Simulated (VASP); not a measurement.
A run of VASP 6.6.1 is set up as follows.

Contents of INCAR:

```
SYSTEM = Te
PREC = Accurate ; ENCUT = 600
EDIFF = 1E-7 ; ISMEAR = 1
SIGMA = 0.1 ; LREAL = .FALSE.
LASPH = .TRUE. ; NELM = 80
ALGO = Normal ; ISIF = 3
LWAVE = .FALSE. ; LCHARG = .FALSE.
METAGGA = R2SCAN ; LMIXTAU = .TRUE.
IBRION = 2 ; NSW = 90
EDIFFG = -0.005
```

KPOINTS

```
Automatic mesh
0
G
  14 14 14
  0 0 0
```

The input POSCAR:

```
Te                                      
1.0
   -1.9271328757      1.9271328757      1.9271328757
    1.9271328757     -1.9271328757      1.9271328757
    1.9271328757      1.9271328757     -1.9271328757
  Te            
     1
Direct
     0.0000000000000000    0.0000000000000000    0.0000000000000000
```

Potentials or basis: VASP PAW PBE potentials, release 64 (Te).

Launch:

```bash
$ cat potpaw_PBE.64/Te/POTCAR > POTCAR
$ mpirun -np 1 vasp_std > vasp.out
```

Problem. Estimate the band gap on the k mesh.

Solution. None (metal or under the smearing width).

Final structure:
```cif
data_structure
_symmetry_space_group_name_H-M 'P 1'
_symmetry_Int_Tables_number 1
_cell_length_a 3.3379
_cell_length_b 3.3379
_cell_length_c 3.3379
_cell_angle_alpha 109.471
_cell_angle_beta 109.471
_cell_angle_gamma 109.471
_cell_volume 28.63
loop_
_atom_site_label
_atom_site_type_symbol
_atom_site_fract_x
_atom_site_fract_y
_atom_site_fract_z
_atom_site_occupancy
Te1 Te 0.00000 0.00000 0.00000 1
```

Caveat: the relaxation stopped at its first step, so nothing moved. Spin-orbit coupling is left out, which matters for the levels of Te.
